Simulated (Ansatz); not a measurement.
MoS2:

```
Mo S
1.0
     1.58550    0.91539    6.11500
    -1.58550    0.91539    6.11500
     0.00000   -1.83078    6.11500
Mo S
1 2
Cartesian
  0.0000 0.0000 0.0000
  0.0000 0.0000 4.5862
  0.0000 0.0000 13.7587
```

Measurements of this composition are mostly on another form, of space group No. 194.

Base run:

| Quantity | Value |
| --- | --- |
| Program | Ansatz 0.2.0 |
| Functional | r2SCAN |
| Potentials or basis | Ansatz PAW |
| Cutoff | 500 eV |
| Density cutoff | 2000 eV |
| k mesh | 10 × 10 × 10 |
| Occupations | fermi-dirac, width 0.05 eV |
| Spin | no spin polarisation |

Its results: band gap on the k mesh none (metal or under the smearing width); pressure 7.0 GPa; largest force 0.798 eV/Å.

Question: The run is repeated on the same cell with these changes: functional from r2SCAN to PBEsol; cutoff from 500 eV to 420 eV; density cutoff from 2000 eV to 1680 eV; occupations from fermi-dirac, width 0.05 eV to gaussian, width 0.1 eV. What comes out?

Answer: Band gap on the k mesh none (metal or under the smearing width); pressure 2.9 GPa; largest force 0.759 eV/Å.

Caveats: the cell's inner coordinates are idealised or old, which leaves forces on the atoms; the PAW data sets come from PBE, with cores solved anew for the run's functional, which leaves a small shift of forces and pressure.

Not every run made on this cell is shown here.
